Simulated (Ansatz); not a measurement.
Zr: do energies and stresses tell the same story?

Theory: Ansatz 0.2.0, DFT PBEsol, scalar-relativistic, plane waves, PAW.

Cutoff 420 eV; k points 18×18×8 on the computed 2-atom cell (Γ-centred); Gaussian smearing, width 0.10 eV; no spin polarisation.

Relaxed cell: P6_3/mmc, a = 3.186 Å, b = 3.186 Å, c = 5.112 Å, α = 90.00°, β = 90.00°, γ = 120.00°, 2 atoms in the primitive cell.

Energies at zero smearing and pressures from the stress tensor, at volumes with shape and atoms relaxed:
```
V (Å³/atom) E − E(first) (meV/atom) P (GPa)
     21.119                     0.00     6.62
     21.793                   -20.39     3.13
     22.467                   -26.92     0.00
     23.141                   -21.05    -2.78
     23.815                    -4.22    -5.23
```

Task: Check P = −dE/dV between neighbouring volumes, and get the bulk modulus from the pressures alone.

Result: With 1 eV/Å³ = 160.2 GPa:
| middle V (Å³/atom) | −ΔE/ΔV (GPa) | mean P (GPa) |
| --- | --- | --- |
| 21.456 | 4.847 | 4.872 |
| 22.130 | 1.552 | 1.564 |
| 22.804 | -1.395 | -1.388 |
| 23.478 | -4.002 | -4.002 |

The two differ by 0.03 GPa at most. The mean of two end pressures misses the average over a step by about ΔV² P″/12, up to 0.03 GPa here; with that taken off 0.03 GPa remains. The stress is the derivative of the free energy, not of the energy at zero smearing, and with free energies 0.00 GPa remains. Around V = 22.467 Å³/atom, the two neighbours give B = −V ΔP/ΔV = 22.467 × 5.90 / 1.348 = 98.4 GPa, against B0 = 97.8 GPa from the Birch–Murnaghan fit of the energies.